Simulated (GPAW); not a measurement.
# TiO (Pm-3m) in GPAW: settings compared, part 2 of 2

GPAW 26.7.0.

## 4. Relaxation of cell and atoms, PBEsol+D4

File run.py:

```python
from ase import Atoms
from ase.calculators.mixing import SumCalculator
from ase.filters import FrechetCellFilter
from ase.io import write
from ase.optimize import BFGS
from dftd4.ase import DFTD4
from gpaw import GPAW, PW, setup_paths

setup_paths.insert(0, '.')

atoms = Atoms(['Ti', 'Ti', 'Ti', 'O', 'O', 'O'],
              cell=[[4.086668, 0.0, 0.0],
                    [0.0, 4.086668, 0.0],
                    [0.0, 0.0, 4.086668]],
              scaled_positions=[[0.5, 0.0, 0.5],
                                [0.0, 0.5, 0.5],
                                [0.5, 0.5, 0.0],
                                [0.0, 0.0, 0.5],
                                [0.5, 0.0, 0.0],
                                [0.0, 0.5, 0.0]],
              pbc=True)

calc = GPAW(mode=PW(800),
            xc='PBEsol',
            kpts={'size': (6, 6, 6), 'gamma': True},
            occupations={'name': 'fermi-dirac', 'width': 0.05},
            nbands=49,
            convergence={'density': 1e-05, 'forces': 0.0001},
            maxiter=150,
            txt='gpaw.txt')
atoms.calc = SumCalculator([calc, DFTD4(method='pbesol')])
opt = BFGS(FrechetCellFilter(atoms), trajectory='relax.traj', logfile='-')
done = opt.run(fmax=0.02, steps=60)
calc.write('gs.gpw')
write('result.traj', atoms)
print('Converged:', done)
print('Cell:', atoms.cell.cellpar().round(4))
print('Volume:', round(atoms.get_volume(), 4))
print(atoms.get_scaled_positions().round(5))
```

Potentials or basis: PAW data sets generated in the run's folder for this functional, pw.

On the command line:

```bash
$ gpaw-setup -f PBEsol O Ti
$ OMP_NUM_THREADS=1 python run.py
```

gpaw.txt:

```text
__  _  _
 | _ |_)|_||  |
 |__||  | ||/\| - 26.7.0

Input parameters:
  mode=PW(ecut=800.0),
  convergence={'density': 1e-05, 'forces': 0.0001},
  kpts=MonkhorstPack(size=(6, 6, 6), gamma=True),
  maxiter=150,
  nbands=49,
  occupations=Occupations(name='fermi-dirac', width=0.05),
  xc=XC(name='PBEsol')

Diagonalizing LCAO Hamiltonian
Converting LCAO to pw mode
    .---------.
   /|         |
  / |         |
 *  |         |
 | Ti         |
 |  .---------.
 O O  Tii    /
 |/         /
 *----O----*

Atoms  # Å, Bohr magnetons
|   | symbol |        x |        y |        z |    initial magnetic moments |
|---|--------|----------|----------|----------|-----------------------------|
| 0 |     Ti | 2.043334 | 0.000000 | 2.043334 | ( 0.0000,  0.0000,  0.0000) |
| 1 |     Ti | 0.000000 | 2.043334 | 2.043334 | ( 0.0000,  0.0000,  0.0000) |
| 2 |     Ti | 2.043334 | 2.043334 | 0.000000 | ( 0.0000,  0.0000,  0.0000) |
| 3 |      O | 0.000000 | 0.000000 | 2.043334 | ( 0.0000,  0.0000,  0.0000) |
| 4 |      O | 2.043334 | 0.000000 | 0.000000 | ( 0.0000,  0.0000,  0.0000) |
| 5 |      O | 0.000000 | 2.043334 | 0.000000 | ( 0.0000,  0.0000,  0.0000) |

Unit cell  # Å
| periodic |        x |        y |        z |  lengths |    angles |
|----------|----------|----------|----------|----------|-----------|
|      yes | 4.086668 | 0.000000 | 0.000000 | 4.086668 | 90.000000 |
|      yes | 0.000000 | 4.086668 | 0.000000 | 4.086668 | 90.000000 |
[... 561 lines left out ...]
| 0 |     Ti |  2.013577 | -0.000000 |  2.013577 | ( 0.0000,  0.0000,  0.0000) |
| 1 |     Ti | -0.000000 |  2.013577 |  2.013577 | ( 0.0000,  0.0000,  0.0000) |
| 2 |     Ti |  2.013577 |  2.013577 | -0.000000 | ( 0.0000,  0.0000,  0.0000) |
| 3 |      O |  0.000000 | -0.000000 |  2.013577 | ( 0.0000,  0.0000,  0.0000) |
| 4 |      O |  2.013577 | -0.000000 | -0.000000 | ( 0.0000,  0.0000,  0.0000) |
| 5 |      O | -0.000000 |  2.013577 | -0.000000 | ( 0.0000,  0.0000,  0.0000) |
[... 250 lines left out ...]
No gap
No difference between direct/indirect transitions

Stress tensor  # eV/Ang^3
|         x |         y |         z |
|-----------|-----------|-----------|
| -0.015210 | -0.000000 | -0.000000 |
| -0.000000 | -0.015210 | -0.000000 |
| -0.000000 | -0.000000 | -0.015210 |

Forces  # eV/Ang
|        x |        y |       z |
|----------|----------|---------|
| -0.00000 |  0.00000 | 0.00000 |  # Ti   0
|  0.00000 |  0.00000 | 0.00000 |  # Ti   1
|  0.00000 | -0.00000 | 0.00000 |  # Ti   2
| -0.00000 | -0.00000 | 0.00000 |  # O    3
|  0.00000 |  0.00000 | 0.00000 |  # O    4
|  0.00000 | -0.00000 | 0.00000 |  # O    5

Interpolating wave functions to new cell

         Ti
       O    Ti
         O    Ti
            O

Atoms  # Å, Bohr magnetons
|   | symbol |         x |         y |         z |    initial magnetic moments |
|---|--------|-----------|-----------|-----------|-----------------------------|
| 0 |     Ti |  2.014926 | -0.000000 |  2.014926 | ( 0.0000,  0.0000,  0.0000) |
| 1 |     Ti | -0.000000 |  2.014926 |  2.014926 | ( 0.0000,  0.0000,  0.0000) |
| 2 |     Ti |  2.014926 |  2.014926 |  0.000000 | ( 0.0000,  0.0000,  0.0000) |
| 3 |      O |  0.000000 | -0.000000 |  2.014926 | ( 0.0000,  0.0000,  0.0000) |
| 4 |      O |  2.014926 | -0.000000 | -0.000000 | ( 0.0000,  0.0000,  0.0000) |
| 5 |      O | -0.000000 |  2.014926 |  0.000000 | ( 0.0000,  0.0000,  0.0000) |
[... 249 lines left out ...]
No gap
No difference between direct/indirect transitions

Stress tensor  # eV/Ang^3
|         x |         y |         z |
|-----------|-----------|-----------|
| -0.012259 | -0.000000 |  0.000000 |
| -0.000000 | -0.012259 |  0.000000 |
|  0.000000 |  0.000000 | -0.012259 |

Forces  # eV/Ang
|        x |        y |        z |
|----------|----------|----------|
| -0.00000 | -0.00000 |  0.00000 |  # Ti   0
|  0.00000 | -0.00000 |  0.00000 |  # Ti   1
| -0.00000 |  0.00000 |  0.00000 |  # Ti   2
|  0.00000 |  0.00000 | -0.00000 |  # O    3
| -0.00000 | -0.00000 |  0.00000 |  # O    4
| -0.00000 |  0.00000 |  0.00000 |  # O    5

# Writing to gs.gpw (mode='')
```

Wall time 3.3 min (1 thread of Arm Neoverse V2, shared host); peak memory 0.35 GiB.

Results:

| Property | Result |
| --- | --- |
| Free energy | -53.9305 eV |
| Relaxed volume | 10.91 Å³/atom |
| Relaxed cell | a = 4.030 Å, b = 4.030 Å, c = 4.030 Å, α = 90.00°, β = 90.00°, γ = 90.00° |
| Space group after relaxing (to 0.05 Å) | Pm-3m (No. 221) |
| Energy gained by relaxing | 12.3 meV/atom |
| Ionic steps | 4 |
| Pressure after relaxing | 0.0 GPa |
| Band gap on the k mesh | none (metal or under the smearing width) |
| Dispersion energy per atom | -0.127 eV |

The path:
```
step  energy change (eV)  largest force (eV/Å)  pressure (GPa)  volume (Å³)
   1              0.0000                0.0000           -8.83        68.25
   2             -0.0153                0.0000           -7.97        67.95
   3             -0.0736                0.0000            0.44        65.31
   4             -0.0740                0.0000           -0.02        65.44
```

Final structure:
```cif
data_structure
_symmetry_space_group_name_H-M 'P 1'
_symmetry_Int_Tables_number 1
_cell_length_a 4.0299
_cell_length_b 4.0299
_cell_length_c 4.0299
_cell_angle_alpha 90.000
_cell_angle_beta 90.000
_cell_angle_gamma 90.000
_cell_volume 65.44
loop_
_atom_site_label
_atom_site_type_symbol
_atom_site_fract_x
_atom_site_fract_y
_atom_site_fract_z
_atom_site_occupancy
Ti1 Ti 0.50000 0.00000 0.50000 1
Ti2 Ti 0.00000 0.50000 0.50000 1
Ti3 Ti 0.50000 0.50000 0.00000 1
O1 O 0.00000 0.00000 0.50000 1
O2 O 0.50000 0.00000 0.00000 1
O3 O 0.00000 0.50000 0.00000 1
```

Caveat: later steps reuse the first step's grids; semilocal functionals often make such compounds metallic where correlation or magnetic order opens a gap, which also shifts bond lengths; pairwise dispersion overbinds metals, which lowers pressure and volume.

## 5. Summary

| level | gap on the mesh (eV) | pressure (GPa) | relaxed volume (Å³/atom) |
| --- | --- | --- | --- |
| PBEsol+D3(BJ) | none | 0.0 | 10.77 |
| PBEsol+D3(BJ)+ATM | none | 0.0 | 10.81 |
| PBEsol+D4 | none | 0.0 | 10.91 |

Alike in all rows: task relaxation of cell and atoms; potentials or basis PAW data sets generated in the run's folder for this functional, pw; no spin polarisation; cell relaxed; k mesh 6 × 6 × 6; cutoff (eV) 800; smearing fermi-dirac 0.05 eV.

Caveats: later steps reuse the first step's grids; semilocal functionals often make such compounds metallic where correlation or magnetic order opens a gap, which also shifts bond lengths; pairwise dispersion overbinds metals, which lowers pressure and volume.

Total energies depend on the potentials used, so only differences within one code and one set of settings carry meaning.
